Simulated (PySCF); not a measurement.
## Vertical excitation energies

Compound: urea, CH4N2O.
Structure used (PBE0-D3(BJ)/def2-SVP), in Å, numbered top down from 1:
```
atom  x, y, z in Å
N1     0.9202   -0.3000    0.6853
C2     0.1662    0.4584   -0.1715
N3    -1.0551   -0.0740   -0.4929
O4     0.5523    1.5223   -0.6131
H5     0.6251   -1.1834    1.0702
H6     1.8243    0.0673    0.9398
H7    -1.6322    0.4619   -1.1229
H8    -1.4010   -0.9521   -0.1395
```

Method: PySCF, TDDFT CAM-B3LYP/def2-SVPD, vertical, gas phase, core orbitals frozen in the response.

Q: Predict the UV-vis stick spectrum at this level.

A: 

```tsv
state	E (eV)	λ (nm)	f	|μ| (D)	symmetry	main configurations (H = HOMO, L = LUMO)
S1	6.81	182.1	0.0000	0.00	–	H-2→L (81%), H→L+2 (11%)
S2	6.88	180.3	0.0000	0.00	–	H→L+2 (80%), H-2→L (11%)
S3	6.98	177.6	0.017	0.81	B1 or B2	H-1→L (90%)
S4	7.25	171.0	0.033	1.09	B1 or B2	H→L (93%)
S5	8.05	153.9	0.133	2.09	A1	H-1→L+2 (69%), H→L+1 (25%)
S6	8.23	150.6	0.0077	0.50	B1 or B2	H-1→L+1 (46%), H-2→L+3 (29%), H-2→L+2 (8%)
S7	8.24	150.5	0.222	2.66	B1 or B2	H-2→L+2 (85%)
S8	8.32	149.0	0.015	0.69	B1 or B2	H-2→L+1 (66%), H-1→L+3 (15%)
S9	8.47	146.4	0.013	0.64	B1 or B2	H-1→L+3 (66%), H-2→L+1 (16%), H-2→L+5 (11%)
S10	8.68	142.9	0.0002	0.07	–	H-2→L+3 (44%), H-1→L+1 (40%)
```

Triplets, Tamm–Dancoff:

| state | E (eV) | λ (nm) | main configurations (H = HOMO, L = LUMO) |
| --- | --- | --- | --- |
| T1 | 6.41 | 193.5 | H-1→L+2 (85%), H-1→L+7 (8%) |
| T2 | 6.47 | 191.7 | H-2→L (50%), H→L+2 (37%) |
| T3 | 6.52 | 190.2 | H→L+2 (50%), H-2→L (39%) |
| T4 | 6.72 | 184.5 | H-1→L (82%), H-2→L+1 (14%) |

The lowest singlet comes at 182 nm (657 kJ/mol) in the vacuum ultraviolet; it is dark (f under 0.0005); its leading configuration is HOMO-2→LUMO (81%). The most intense listed level is S7 at 8.24 eV (150 nm, f = 0.222), 1.43 eV above S1. S6/S7 lie within about 0.01 eV of each other. Löwdin shares by element: HOMO oxygen 76%, nitrogen 11%, carbon 10%; LUMO hydrogen 42% or more, carbon 19%, nitrogen 12% or more (atoms not listed hold the other 27%). Of the 10 states listed, 6 reach f = 0.01 and 3 stay under 0.0005. Weighted by f, the mean energy of these states is 8.07 eV. The oscillator strengths of these states sum to 0.441; summed over the whole spectrum of an exact calculation they would give the number of electrons, 32 (Thomas–Reiche–Kuhn). No computed singlet lies in the visible range (380 to 750 nm); the lowest, at 182 nm, stands 3.55 eV above its violet end (3.26 eV). All these states lie below the vertical ionisation energy of 10.24 eV (ΔSCF). Symmetry labels in C2v follow from the direction of the transition dipole and are given only for states with f of 0.002 or more; B1 and B2 swap with the choice of axes. Singlets were solved by full linear response, triplets in the Tamm–Dancoff approximation.
